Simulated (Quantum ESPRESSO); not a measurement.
# HfO2 under changes of volume

One of the cells (10.912 Å³/atom); the others are scaled copies at fixed shape and fractional positions:

```
Hf O
1.0
     3.55802    0.00000    0.00000
     0.00000    3.55802    0.00000
     0.00000    0.00000    5.17186
Hf O
2 4
Direct
  0.00000 0.00000 0.00000
  0.50000 0.50000 0.50000
  0.00000 0.50000 0.19721
  0.50000 0.00000 0.30279
  0.50000 0.00000 0.80279
  0.00000 0.50000 0.69721
```

Measurements of this composition are mostly on another form, of space group No. 14.

```yaml
Program: Quantum ESPRESSO 7.5
Functional: LDA
Potentials_or_basis: GBRV 1.5 LDA
Cutoff: 612 eV
Density_cutoff: 4898 eV
k_mesh: 8 × 8 × 5
Occupations: fermi-dirac, width 0.05 eV
Spin: no spin polarisation
```

```csv
volume (Å³/atom),energy over the lowest point (meV/atom),pressure (GPa),gap on the mesh (eV)
10.257,14.74,11.5,4.80
10.476,3.09,4.9,4.73
10.694,0.00,-1.0,4.66
10.912,?,?,?
11.130,15.99,-11.1,4.51
11.349,33.60,-15.4,4.44
11.567,56.76,-19.3,4.36
```

Problem. What does the run at 10.912 Å³/atom give?

Solution. Energy over the lowest point 4.55 meV/atom; pressure -6.3 GPa; gap on the mesh 4.59 eV.

Worked out: A Birch-Murnaghan fit of order 3 (a polynomial in V^(-2/3)) to the other rows has its minimum at 10.67 Å³/atom with B0 = V·E''(V) = 278 GPa and B' = 4.3 at fixed shape and positions, which overstates the stiffness. It gives 4.56 meV/atom at 10.912 Å³/atom, against the run's 4.55, and -dE/dV = -6.0 GPa, against -6.3. A straight line through the other rows of the gap, of slope -3.65 eV per unit of ln V, gives 4.58 eV, against the run's 4.59.

Energies are extrapolated to zero smearing.

Caveats: spin-orbit coupling is left out, which moves the levels of the heavy elements; an odd mesh through Γ misses points on the zone boundary, where band edges often lie.
